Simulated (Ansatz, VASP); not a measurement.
# CdTe in VASP and in Ansatz

INCAR

```
PREC = Accurate
ENCUT = 520
EDIFF = 1E-6
ISMEAR = 0
SIGMA = 0.01
LREAL = F
LASPH = T
NELM = 60
ALGO = Normal
ISIF = 2
LWAVE = F
LCHARG = F
GGA = PS
NBANDS = 16
```

Contents of KPOINTS:

```
regular mesh
0
Gamma
  8 8 8
```

Contents of POSCAR:

```
CdTe
1.0
    0.0000000000      3.2050000000      3.2050000000
    3.2050000000      0.0000000000      3.2050000000
    3.2050000000      3.2050000000      0.0000000000
Cd Te
1 1
Direct
    0.0000000000      0.0000000000      0.0000000000
    0.2500000000      0.2500000000      0.2500000000
```

Input for Ansatz:

```yaml
crystal:
  lattice:
    - [0.0, 3.205, 3.205]
    - [3.205, 0.0, 3.205]
    - [3.205, 3.205, 0.0]
  atoms:
    - { symbol: Cd, position: [0.0, 0.0, 0.0] }
    - { symbol: Te, position: [0.25, 0.25, 0.25] }
kpoints:
  mp_grid:
    grid: [8, 8, 8]
hamiltonian:
  xc: pbesol
  pseudopotentials:
    kind: paw
    azcp:
      folder: soft_1
scf:
  occupations:
    method: fixed
output:
  stress: true
```

Alike in both runs: task single point; functional PBEsol; k mesh 8 × 8 × 8; no spin polarisation.

```csv
,VASP,Ansatz
version,VASP 6.6.1,Ansatz 0.2.0
potentials or method,"VASP PAW PBE potentials, release 64 (Cd, Te)","plane waves, PAW"
plane-wave cutoff (eV),520,420
occupations,"gaussian, width 0.01 eV",fixed
valence electrons in the cell,18,36
```

Ansatz gave:

| Property | Result |
| --- | --- |
| pressure (GPa) | 1.7 |

Q: Which values does VASP return?

A: Pressure (GPa): 1.9.

The two sets of potentials don't hold the same shells in valence. Ansatz warned: «pseudo_functional_mismatch».

Caveats: the PAW data sets were made with another functional, which shifts forces and pressure a little (VASP).
